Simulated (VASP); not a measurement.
# AlNi: energy at fixed spin moment, by functional and volume against the source cell

AlNi, C2/m (no. 12), 2 atoms in the cell.

| Functional | Volume against the source cell | Cell | Moment at the minimum, by a parabola in the squared moment through the lowest point and its neighbours (muB per cell) | Energy there by the same parabola, against the smallest moment (meV/atom) | Moment left free (muB per cell) | Time (s) |
|---|---|---|---|---|---|---|
| PBE | 1 | as given | 0.00 | 0.0 | 0.00 | 2409 |
| LDA | 1 | as given | 0.00 | 0.0 | 0.00 | 1791 |
| PBE | 1.06 | volume scaled by 1.06 | 0.00 | 0.0 | 0.00 | 2672 |
| LDA | 1.06 | volume scaled by 1.06 | 0.00 | 0.0 | 0.00 | 1992 |

## Input of the first row

INCAR.step1:
```
SYSTEM = AlNi
PREC     = Accurate       ! precision mode
ENCUT    = 450            ! plane-wave cutoff, eV
EDIFF    = 1E-7           ! SCF threshold, eV
NELM     = 200            ! most SCF steps
ALGO     = Normal         ! electronic algorithm
ISMEAR   = 1              ! smearing method
SIGMA    = 0.1            ! smearing width, eV
LREAL    = .FALSE.        ! projectors in reciprocal space
LASPH    = .TRUE.         ! aspherical terms in the spheres
LMAXMIX  = 4              ! l up to which the mixer works
LORBIT   = 11             ! projections on sites
LWAVE    = .FALSE.        ! write WAVECAR
LCHARG   = .FALSE.        ! write CHGCAR
GGA      = PE             ! functional
ISPIN    = 2              ! spin polarisation
ISIF     = 2              ! what is computed and relaxed
NUPDOWN  = 0.0            ! fixed moment
MAGMOM   = 0 0            ! initial moments
```

INCAR.step2, as INCAR.step1 but for:
```
- NUPDOWN = 0.0
- MAGMOM = 0 0
+ NUPDOWN = 0.16
+ MAGMOM = 0.1625 0
```

INCAR.step3 to INCAR.step9 change the same tags again: MAGMOM = 0.325 0, 0.4875 0, 0.65 0, 0.8125 0, 0.975 0, 1.1375 0, 1.3 0; NUPDOWN = 0.32, 0.49, 0.65, 0.81, 0.98, 1.14, 1.3.

INCAR.step10, as INCAR.step9 but for:
```
- NUPDOWN = 1.3
```

KPOINTS:
```
k-points
0
Gamma
  17 17 11
```

POSCAR:
```
AlNi
1.0
    2.3006810000     -1.3946800000      0.0000000000
    2.3006810000      1.3946800000      0.0000000000
   -1.3564510000      0.0000000000      3.8808380000
Ni Al
1 1
Direct
    0.5000000000      0.5000000000      0.5000000000
    0.0000000000      0.0000000000      0.0000000000
```

Commands (each step's output is kept before the next begins):
```
cat potpaw_PBE.64/Ni/POTCAR potpaw_PBE.64/Al/POTCAR > POTCAR
cp INCAR.step1 INCAR
mpirun -np 4 vasp_std > vasp.out
rm WAVECAR CHG
cp INCAR.step2 INCAR
mpirun -np 4 vasp_std > vasp.out
rm WAVECAR CHG
cp INCAR.step3 INCAR
mpirun -np 4 vasp_std > vasp.out
rm WAVECAR CHG
cp INCAR.step4 INCAR
mpirun -np 4 vasp_std > vasp.out
rm WAVECAR CHG
cp INCAR.step5 INCAR
mpirun -np 4 vasp_std > vasp.out
rm WAVECAR CHG
cp INCAR.step6 INCAR
mpirun -np 4 vasp_std > vasp.out
rm WAVECAR CHG
cp INCAR.step7 INCAR
mpirun -np 4 vasp_std > vasp.out
rm WAVECAR CHG
cp INCAR.step8 INCAR
mpirun -np 4 vasp_std > vasp.out
rm WAVECAR CHG
cp INCAR.step9 INCAR
mpirun -np 4 vasp_std > vasp.out
rm WAVECAR CHG
cp INCAR.step10 INCAR
mpirun -np 4 vasp_std > vasp.out
```

VASP 6.6.1 took 2409 s on 4 cores (AMD EPYC 7R43 (Zen 3)), a shared host.
